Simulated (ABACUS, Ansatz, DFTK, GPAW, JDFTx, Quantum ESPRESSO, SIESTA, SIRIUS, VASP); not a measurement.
SrO: 9 runs at one level of theory

```
Sr O
1.0
     0.00000    2.56630    2.56630
     2.56630    0.00000    2.56630
     2.56630    2.56630    0.00000
Sr O
1 1
Direct
  0.50000 0.50000 0.50000
  0.00000 0.00000 0.00000
```

Alike in all runs: task single point; functional PBEsol; k mesh 9 × 9 × 9; occupations fermi-dirac, width 0.05 eV; no spin polarisation; no spin-orbit coupling. Pressure is positive in compression and, in plane waves, holds the error of the finite cutoff.

```csv
program and potentials,plane-wave cutoff (eV),notes,pressure (GPa)
"DFTK, PseudoDojo SR PBEsol 0.4.1 standard (PBEsol)",1143,-,-0.75
"JDFTx, PseudoDojo-SR-PBEsol-0.4.1-standard with smoothed tails",1143,-,-0.75
"ABACUS, PseudoDojo NC SR 0.4.1 PBEsol standard, plane waves",1143,-,-0.75
"SIESTA, files PseudoDojo sr-pbesol-0.4.1-standard, DZP (energy shift 0.003 Ry; two zetas on semicore shells; d shell added on Sr)",-,atomic basis,0.04
"SIRIUS, PseudoDojo 0.4.1 PBEsol standard (scalar relativistic)",1152,-,-0.75
"GPAW, PAW data sets generated for this functional",800,-,0.02
"VASP, PBE PAW files O, Sr_sv, 520 eV",520,potentials made for PBE,0.07
"Quantum ESPRESSO, GBRV 1.5 PBEsol",612,-,-0.52
"Ansatz, all-electron LAPW, scalar-relativistic",-,-,-0.55
```

The pressure spans -0.75 (DFTK, PseudoDojo SR PBEsol 0.4.1 standard (PBEsol)) to 0.07 GPa (VASP, PBE PAW files O, Sr_sv, 520 eV), with all-electron results at -0.55. Rows in atomic bases carry the error of their basis and grid, which can be large.

Differences between rows come from potentials, basis sets and numerical settings, since the functional is the same but for its coding. Runs on potential files found faulty are left out.
